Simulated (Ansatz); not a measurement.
Base system: InN in the zinc blende structure (space group F-43m, No. 216).

```
CELL_PARAMETERS angstrom
      0.00000     2.52449     2.52449
      2.52449     0.00000     2.52449
      2.52449     2.52449     0.00000
ATOMIC_POSITIONS crystal
  N  0.75000 0.75000 0.75000
  In 0.00000 0.00000 0.00000
```

Cartesian axes are those of the cell as printed.

Computed with PBE in Ansatz (plane waves to 420 eV, PAW, without spin-orbit coupling).

The change: an isotropic linear strain of −1.30 %, atoms relaxed at fixed cell.

Task: Predict the stress tensor and what it implies for the stiffness.

Result: Stress of the strained cell less that of the base (GPa, compression positive):
```
    5.2     0.0     0.0
    0.0     5.2     0.0
    0.0     0.0     5.2
```

Then B = −ΔP/(ΔV/V₀) with ΔV/V₀ = -0.0385 gives secant stiffness values (nonlinear terms included at this strain): B ≈ 136 GPa.

As a check, the harmonic strain energy −½ V₀ Δσ:ε is 10 meV/atom; the computed energy rise is 9.7 meV/atom.

A case with no gap was solved on a k-mesh chosen for an insulator, which is coarse for it. Stability against distortions was not tested. All final runs are without spin polarisation. This is not the structure that InN has at room temperature and ambient pressure.

Ansatz is a first-principles code.
